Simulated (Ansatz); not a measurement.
Below is the output of a Python script on the Ansatz DFT code, driven from Python that makes a band structure of Cu2O, space group Pn-3m. Write a script that gives it. Settings: PBE, PAW, cutoff 422 eV, 6×6×6 k-points, fixed occupations.

Input file `cu2o.vasp`:
```text
Cu2O
1.0
   4.26000000    0.00000000    0.00000000
   0.00000000    4.26000000    0.00000000
   0.00000000    0.00000000    4.26000000
Cu O
4 2
Direct
   0.25000000    0.25000000    0.25000000
   0.25000000    0.75000000    0.75000000
   0.75000000    0.75000000    0.25000000
   0.75000000    0.25000000    0.75000000
   0.00000000    0.00000000    0.00000000
   0.50000000    0.50000000    0.50000000
```

```console
$ python bands.py
  iteration   1  Harris-Foulkes -27632.97048 eV  residual 9.75e-04
  iteration   2  Harris-Foulkes -27632.97088 eV  residual 2.20e-04
  iteration   3  Harris-Foulkes -27632.97107 eV  residual 2.68e-04
  iteration   4  Harris-Foulkes -27632.97108 eV  residual 1.60e-05
  iteration   5  Harris-Foulkes -27632.97108 eV  residual 5.30e-06
  iteration   6  Harris-Foulkes -27632.97108 eV  residual 1.13e-06
  iteration   7  Harris-Foulkes -27632.97108 eV  residual 1.31e-07
  iteration   8  Harris-Foulkes -27632.97108 eV  residual 2.62e-08
F = -27632.9711 eV for 6 atoms
E(sigma -> 0) = -27632.9711 eV, TS = 0.0 eV
closed by deck_thresholds after 8 iterations
from Cu to O, 1.845 A
  0.000 A    69.8674 e/A^3
  0.184 A    50.1884 e/A^3
  0.369 A    19.5319 e/A^3
  0.553 A     5.2873 e/A^3
  0.738 A     1.4679 e/A^3
  0.922 A     0.8221 e/A^3
  1.107 A     1.2243 e/A^3
  1.291 A     2.5543 e/A^3
  1.476 A     4.9720 e/A^3
  1.660 A     6.9832 e/A^3
  1.845 A     7.6339 e/A^3
densities in e/A^3, potentials in eV, ELF without unit
elf.npy          (30, 30, 30)     min     0.0296  mean     0.2100  max     0.9070
rho.npy          (30, 30, 30)     min     0.0438  mean     1.1383  max    60.5533
v_es.npy         (30, 30, 30)     min   -49.9683  mean     5.4437  max    14.6761
v_tot.npy        (30, 30, 30)     min   -75.6440  mean    -5.1798  max     8.9643
zero of the bands: 10.999 eV, the Fermi level found on the SCF mesh
band 41: -1.661 to -0.940 eV
band 42: -1.469 to 0.000 eV
band 43: -0.860 to 0.000 eV
band 44: -0.743 to 0.000 eV
```

One script that gives this output:

`bands.py`
```python
"""Bands of Cu2O along a path through the zone."""

from pathlib import Path

import ansatz as az
from ase.io import read
import matplotlib.pyplot as plt
import numpy as np
from pymatgen.core import Structure
from scipy.ndimage import map_coordinates


def main() -> None:
    atoms = read("cu2o.vasp", format="vasp")
    crystal = az.Crystal.from_ase(atoms)

    # vertices of the path, as fractions of the reciprocal vectors
    path = [
        ("G", (0.0, 0.0, 0.0)),
        ("X", (0.0, 0.5, 0.0)),
        ("M", (0.5, 0.5, 0.0)),
        ("G", (0.0, 0.0, 0.0)),
        ("R", (0.5, 0.5, 0.5)),
    ]
    job = (
        crystal.calculation()
        .functional("PBE")
        .basis(31 * az.Ry)
        .kpoints(6, 6, 6)
        .occupations("fixed")
        .band_structure([point for _, point in path], intervals=10)
        .scf(extra_bands=6)
        .density()
        .potential()
        .electron_localization_function()
        .output_files(volumetric_format="npy")
    )
    def show(event):
        row = event["data"]
        if event["event"] == "scf_iter" and row.get("harris_foulkes_ev") is not None:
            print(f"  iteration {row['iter']:3d}  Harris-Foulkes {row['harris_foulkes_ev']:.5f} eV  residual {row['dr2_ev']:.2e}")


    res = job.session().plan().execute(on_event=show)
    summary = res.report

    n_atoms = len(summary["lattice"]["sites"])
    print("F =", round(summary["free_energy_ev"], 4), "eV for", n_atoms, "atoms")
    print("E(sigma -> 0) =", round(summary["energy_sigma0_ev"], 4), "eV, TS =", round(summary["entropy_ts_ev"], 5), "eV")
    print("closed by", summary["closed_by"], "after", summary["n_iterations"], "iterations")

    final = Structure(res.lattice.cell_ang, [s.symbol for s in res.lattice.sites], [s.position_frac for s in res.lattice.sites])
    # smooth valence density along the shortest bond of atom 0
    rho = res.density()
    total = sum(channel.density_e_per_ang3 for channel in rho.channels[:2])
    grid_cell = np.asarray(rho.fft_grid_basis) @ res.lattice.cell_ang
    partner = min(final.get_neighbors(final[0], 5.0), key=lambda n: n.nn_distance)
    line = np.linspace(final[0].coords, partner.coords, 11)
    points = (line @ np.linalg.inv(grid_cell)) * rho.dims
    values = map_coordinates(total, points.T, order=3, mode="grid-wrap")
    print(f"from {final[0].specie} to {partner.specie}, {partner.nn_distance:.3f} A")
    for t, value in zip(np.linspace(0, partner.nn_distance, 11), values):
        print(f"{t:7.3f} A  {value:9.4f} e/A^3")

    folder = Path(res.write_results("fields"))
    print("densities in e/A^3, potentials in eV, ELF without unit")
    for name in sorted(p.name for p in folder.glob("*.npy")):
        field = np.load(folder / name)
        print(f"{name:16s} {str(field.shape):16s} min {field.min():10.4f}  mean {field.mean():10.4f}  max {field.max():10.4f}")

    bands = res.band_structure()
    fermi = bands.fermi_energy_ev
    print(f"zero of the bands: {fermi:.3f} eV, the Fermi level found on the SCF mesh")
    reciprocal = 2 * np.pi * np.linalg.inv(res.lattice.cell_ang).T
    steps = np.linalg.norm(np.diff(bands.kpoints_frac @ reciprocal, axis=0), axis=1)
    distance = np.concatenate([[0], np.cumsum(steps)])
    fig, ax = plt.subplots(figsize=(5, 4))
    for channel, colour in zip(bands.channels, ("C0", "C3")):
        ax.plot(distance, channel.eigenvalues_ev - fermi, colour, lw=1)
    ax.set_xticks(distance[::10], [label for label, _ in path])
    ax.set(ylim=(-8, 8), ylabel="E - E_F (eV)", xlim=(0, distance[-1]))
    ax.grid(axis="x")
    fig.savefig("bands.png", dpi=100)
    first = bands.channels[0].eigenvalues_ev - fermi
    near = np.argsort(np.abs(first.mean(axis=0)))[:4]
    for band in sorted(near):
        print(f"band {band + 1}: {first[:, band].min():.3f} to {first[:, band].max():.3f} eV")


if __name__ == "__main__":
    main()
```

What to keep in mind:
- Absolute energies stand on the zero of these potentials, so only differences at equal settings mean something. A total without «per atom» is that of the cell as typed.
- Spin is left out of this run.
- The computed bands are complete only to about 4.9 eV above the Fermi level.
- The Fermi level of a run with fixed occupations marks the highest occupied state on its mesh, not mid-gap.
- Of the deposited cell: the entry's cell lengths or inner coordinates differ somewhat from later room-temperature determinations.
- Without a Hubbard U or exact exchange, semilocal functionals often make such 3d compounds metallic or too weakly gapped.
- Grid values close to the nuclei reflect the PAW or pseudopotential construction, not the all-electron fields.
- The structure is a deposited one; some such entries were measured under pressure or heat, so a shift against it needn't be the functional's error alone.
- Gaps and levels are Kohn-Sham values on a finite set of k-points.
- Finished in 10 s on 1 thread of Intel(R) Xeon(R) Processor @ 2.30GHz (shared host), peak memory 0.63 GiB.
